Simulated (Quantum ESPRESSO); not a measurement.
A run of Quantum ESPRESSO 7.5 is set up as follows.

Contents of pw.in:

```
&CONTROL
  calculation = 'scf'
  prefix = 'pwscf'
  outdir = './tmp'
  pseudo_dir = './pseudo'
  tprnfor = .true.
  tstress = .true.
  disk_io = 'nowf'
/
&SYSTEM
  ibrav = 0
  nat = 3
  ntyp = 2
  ecutwfc = 70
  nbnd = 19
  occupations = 'smearing'
  smearing = 'fd'
  degauss = 0.00367493
/
&ELECTRONS
  conv_thr = 6d-10
  electron_maxstep = 120
  mixing_beta = 0.5
/
ATOMIC_SPECIES
Ca    40.0780 Ca_ONCV_PBE-1.2.upf
F     18.9984 F_ONCV_PBE-1.2.upf
CELL_PARAMETERS angstrom
   0.0000000000    2.7310000000    2.7310000000
   2.7310000000    0.0000000000    2.7310000000
   2.7310000000    2.7310000000    0.0000000000
ATOMIC_POSITIONS crystal
Ca     0.0000000000    0.0000000000    0.0000000000
F      0.7500000000    0.7500000000    0.7500000000
F      0.2500000000    0.2500000000    0.2500000000
K_POINTS automatic
4 4 4 0 0 0
```

Potentials or basis: SG15 PBE 1.2.

The run is started by

```console
$ OMP_NUM_THREADS=1 pw.x -in pw.in > pw.out
```

Task: Estimate the band gap on the k mesh.

Result: 7.33 eV, indirect (least direct gap 7.59 eV).

Caveat: the k mesh is coarse (spacing up to 0.50 Å⁻¹), so the values aren't converged. A k mesh can miss the band edges.
